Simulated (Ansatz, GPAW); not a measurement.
This is a calculation of Hf (Hafnium) for Ansatz 0.2.0. 

The input input.yaml:

```yaml
crystal:
  lattice:
    - [3.1967, 0.0, 0.0]
    - [-1.59835, 2.7684234083, 0.0]
    - [0.0, 0.0, 5.0578]
  atoms:
    - { symbol: Hf, position: [0.6666666667, 0.3333333333, 0.75] }
    - { symbol: Hf, position: [0.3333333333, 0.6666666667, 0.25] }
kpoints:
  mp_grid: { grid: [10, 10, 5] }
scf:
  occupations: { method: gaussian, width: 0.015 }
hamiltonian:
  xc: pbe
  pseudopotentials: { kind: all_electron, lapw: { basis_error: 0.001 } }
output:
  forces: true
  stress: true
  eigenvalues: true
```

Potentials or basis: all-electron LAPW, scalar-relativistic.

The run is started by

```sh
$ ansatz run input.yaml --threads 1 --pin off --max-ram 3072MiB --backend cpu --events-out ev --progress --plain --runs-dir out
```

Translate it to GPAW 26.7.0 (ASE script). Potentials or basis there: GPAW PAW data sets (gpaw-data 1.2.1), cutoff 600 eV.

As run (cutoffs and basis follow the program's own potentials, and thresholds, step limits or extra output files can differ):

Contents of run.py:

```python
from ase.dft.bandgap import bandgap
from ase.io import read, write
from ase.units import GPa
from gpaw import GPAW, PW

atoms = read('Hf.xyz')

calc = GPAW(mode=PW(600),
            xc='PBE',
            kpts={'size': (10, 10, 5), 'gamma': True},
            occupations={'name': 'methfessel-paxton', 'order': 0, 'width': 0.015},
            nbands=24,
            convergence={'density': 1e-05, 'energy': 1e-05},
            maxiter=150,
            txt='gpaw.txt')
atoms.calc = calc
energy = atoms.get_potential_energy()
forces = atoms.get_forces()
stress = atoms.get_stress()
calc.write('gs.gpw')
write('result.traj', atoms)
print(f'Energy: {energy:.6f} eV')
print('Forces (eV/A):')
print(forces.round(4))
print('Stress (GPa):', (stress / GPa).round(3))
print('Fermi level:', round(calc.get_fermi_level(), 4), 'eV')
print(f'Gap: {bandgap(calc)[0]:.4f} eV, direct: {bandgap(calc, direct=True)[0]:.4f} eV')
```

Hf.xyz

```xyz
2
Lattice="3.1967000000 0.0000000000 0.0000000000 -1.5983500000 2.7684234083 0.0000000000 0.0000000000 0.0000000000 5.0578000000" Properties=species:S:1:pos:R:3 pbc="T T T"
Hf     1.5983500002      0.9228078027      3.7933500000
Hf    -0.0000000002      1.8456156056      1.2644500000
```

Potentials or basis: GPAW PAW data sets (gpaw-data 1.2.1), pw.

Launch:

```bash
$ OMP_NUM_THREADS=1 python run.py
```

Both were run:

|  | Ansatz | GPAW |
| --- | --- | --- |
| Pressure | 0.6 GPa | 0.9 GPa |

Where Ansatz's input types no cutoff or centring, it takes its own default and a Γ-centred mesh.

Pressure is positive in compression.
